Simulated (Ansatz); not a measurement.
## NaH, space group Pm-3m: a projected density of states

Program: the Python package of Ansatz (0.2.0).

Script `pdos_nah.py`:
```python
"""Which atoms and shells make the states of NaH."""

import logging
import sys
import warnings

import ansatz as az
import numpy as np

logging.basicConfig(stream=sys.stdout, format="%(levelname)s %(message)s")
logger = logging.getLogger("ansatz_job")
logger.setLevel(logging.INFO)


def main() -> None:
    warnings.simplefilter("ignore", az.DeckWarning)

    vectors = np.array([
        [2.955124, 0.0, 0.0],
        [0.0, 2.955124, 0.0],
        [0.0, 0.0, 2.955124],
    ])
    structure = (
        az.Lattice.of(vectors)
        .atom("Na", (0.0, 0.0, 0.0))
        .atom("H", (0.5, 0.5, 0.5))
    )

    calculation = (
        structure.calculation()
        .functional("pbesol")
        .basis(14 * az.Ha, xc_grid=1)
        .accuracy("low")
        .kpoints(mesh=(5, 5, 5), shift=0.5)
        .occupations("fixed")
        .scf(tolerance=1e-09)
        .scf(extra_bands=10)
        .density_of_states(projected=True, energy_step=0.1)
    )
    done = calculation.run(threads=1, pin="off")
    rep = done.report

    dos = done.density_of_states()
    energy = np.asarray(dos.energies_ev) - dos.fermi_ev
    curves = {}
    for site in done.projected_density_of_states().sites:
        for shell in site.shells:
            weight = sum(np.sum(curve.g_bin_mean_per_ev, axis=0) for curve in shell.curves)
            name = f"{site.species} {shell.label}"
            curves[name] = curves.get(name, 0) + weight

    step = energy[1] - energy[0]
    windows = [(-8, -4), (-4, 0), (0, 4)]
    print("states by shell in windows of E - E_F (eV):", windows)
    for name, g in curves.items():
        print(f"{name:8s}", " ".join(f"{step * g[(energy >= a) & (energy < b)].sum():8.3f}" for a, b in windows))
    filled = (energy < 0) & (energy > -8)
    for name, g in curves.items():
        if g[filled].sum() * step > 0.5:
            logger.info(f"centre of {name}: {np.average(energy[filled], weights=g[filled]):.2f} eV")


if __name__ == "__main__":
    main()
```

Output of `python pdos_nah.py`:
```text
states by shell in windows of E - E_F (eV): [(-8, -4), (-4, 0), (0, 4)]
Na 2S       0.005    0.002    0.006
Na 3S       0.190    0.177    0.905
Na 2P       0.003    0.006    0.001
H 1S        0.230    1.344    0.146
INFO centre of H 1S: -2.89 eV
```

The settings weren't tested for convergence. The cutoff lies under the one recommended for these potentials. Semilocal gaps usually lie well under measured ones. Under fixed occupations the level called the Fermi level is the highest filled one on the SCF mesh; off the mesh a filled band can lie a little above it. Energy and stress may still move on a finer k-point mesh. The crystal has a gap of about 1.15 eV on the mesh; bins of finite width blur the band edges. The structure comes from a database of computed cells and needn't be a stable or known phase. Curves are summed over the cell's atoms. Only shells that the potentials hold have channels, so projections don't add up to the total, least of all where a shell is missing (p of most metals); heights and places of peaks move with the mesh. The density of states is complete only as far up as bands were computed. A band centre counts only the states inside the window taken. The script silences the warnings on its input, which a real study should read. The whole script took 0.9 s on 1 thread of Arm Neoverse V1, with other jobs on the host, peak memory 0.3 GiB.
